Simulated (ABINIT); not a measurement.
P, 4 atoms in the cell. It takes space group Cmce (No. 64, orthorhombic). The conventional cell has a = 3.295 Å, b = 10.930 Å, c = 4.544 Å, α = 90.00°, β = 90.00°, γ = 90.00°. Around P (site symmetry m) lie 3 P at 2.20 to 2.25 Å. 

* Program: ABINIT 10.8.3 (patched build)
* Task: single point
* Functional: LDA
* Potentials or basis: PseudoDojo NC SR LDA v0.4.1 standard
* Cutoff: 490 eV
* k mesh: 6 × 6 × 4
* Occupations: fermi-dirac, width 0.05 eV
* Spin: no spin polarisation

Potentials or basis: PseudoDojo NC SR LDA v0.4.1 standard.

Run with:

```bash
$ mpirun --bind-to none -np 4 abinit run.abi > log 2>&1
```

Hardware: 4 MPI ranks on Intel(R) Xeon(R) 6975P-C (Granite Rapids), on a shared host.

Task: How long does it take, and how much memory?

Result: It took 8 s on 4 MPI ranks on Intel(R) Xeon(R) 6975P-C (Granite Rapids), with other jobs on the host, peak memory 0.28 GiB a rank. Counts: scf iterations 9, mpi ranks 4, k points 39, bands 14, plane waves 2026.
